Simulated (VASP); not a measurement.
Set up this calculation in VASP 6.6.1, as the native input.

```yaml
Task: single point
Functional: HSE06
Potentials_or_basis: VASP PAW PBE potentials, release 64 (Sr_sv, O)
Cutoff: 520 eV
k_mesh: 6 × 6 × 6
Occupations: gaussian, width 0.02 eV
Spin: spin-orbit coupling, no magnetisation
Ladder: free
Grid_for_exact_exchange_PRECFOCK: Fast
Screening_parameter: 0.2 1/A
Further_INCAR_settings: ALGO = Normal; EDIFF = 1e-06; NBANDS = 28
```

The system is SrO.

```
CELL_PARAMETERS angstrom
0.00000 2.56630 2.56630
2.56630 0.00000 2.56630
2.56630 2.56630 0.00000
ATOMIC_POSITIONS crystal
Sr 0.50000 0.50000 0.50000
O 0.00000 0.00000 0.00000
```

One way to write it, as run:

POSCAR

```
SrO
1.0
    0.0000000000      2.5663000000      2.5663000000
    2.5663000000      0.0000000000      2.5663000000
    2.5663000000      2.5663000000      0.0000000000
Sr O
1 1
Direct
    0.5000000000      0.5000000000      0.5000000000
    0.0000000000      0.0000000000      0.0000000000
```

INCAR.step1

```
SYSTEM = SrO
PREC     = Accurate       ! precision mode
ENCUT    = 520            ! plane-wave cutoff, eV
EDIFF    = 1E-5           ! SCF threshold, eV
ISMEAR   = 0              ! smearing method
SIGMA    = 0.02           ! smearing width, eV
LREAL    = .False.        ! projectors in reciprocal space
LASPH    = .True.         ! aspherical terms in the spheres
NELM     = 100            ! most SCF steps
ALGO     = Normal         ! electronic algorithm
ISIF     = 2              ! what is computed and relaxed
LWAVE    = .True.         ! write WAVECAR
MAGMOM   = 0 0 0 0 0 0    ! initial moments
LORBIT   = 11             ! projections on sites
LSORBIT  = .True.         ! spin-orbit coupling
GGA_COMPAT= .False.      
NBANDS   = 28             ! bands
GGA      = PE             ! functional
KPAR     = 4
```

INCAR.step2

```
SYSTEM = SrO
PREC     = Accurate       ! precision mode
ENCUT    = 520            ! plane-wave cutoff, eV
EDIFF    = 1E-6           ! SCF threshold, eV
ISMEAR   = 0              ! smearing method
SIGMA    = 0.02           ! smearing width, eV
LREAL    = .False.        ! projectors in reciprocal space
LASPH    = .True.         ! aspherical terms in the spheres
NELM     = 100            ! most SCF steps
ALGO     = Normal         ! electronic algorithm
ISIF     = 2              ! what is computed and relaxed
LWAVE    = .False.        ! write WAVECAR
LCHARG   = .True.         ! write CHGCAR
MAGMOM   = 0 0 0 0 0 0    ! initial moments
LORBIT   = 11             ! projections on sites
LSORBIT  = .True.         ! spin-orbit coupling
GGA_COMPAT= .False.      
GGA      = PE             ! functional
LHFCALC  = .True.         ! exact exchange
HFSCREEN = 0.2            ! screening, 1/A
PRECFOCK = Fast         
LVHAR    = .True.       
NBANDS   = 28             ! bands
ISTART   = 1            
KPAR     = 4
```

KPOINTS

```
Automatic mesh
0
Gamma
  6 6 6
  0 0 0
```

Potentials or basis: VASP PAW PBE potentials, release 64 (Sr_sv, O).

Command:

```console
$ cat potpaw_PBE.64/Sr_sv/POTCAR potpaw_PBE.64/O/POTCAR > POTCAR
$ cp INCAR.step1 INCAR
$ mpirun -np 4 vasp_ncl > vasp.out
$ cp INCAR.step2 INCAR
$ mpirun -np 4 vasp_ncl > vasp.out
```

It gave:

```
Pressure                                              : 1.7 GPa
Valence electrons inside the program's atomic spheres : Sr 8.13; O 5.01
```

Caveat: the PAW data sets were made with another functional, which shifts forces and pressure a little.

Wall time 12 min on 4 MPI ranks on Intel(R) Xeon(R) 6975P-C (Granite Rapids), with other jobs on the host, peak memory 0.35 GiB a rank.
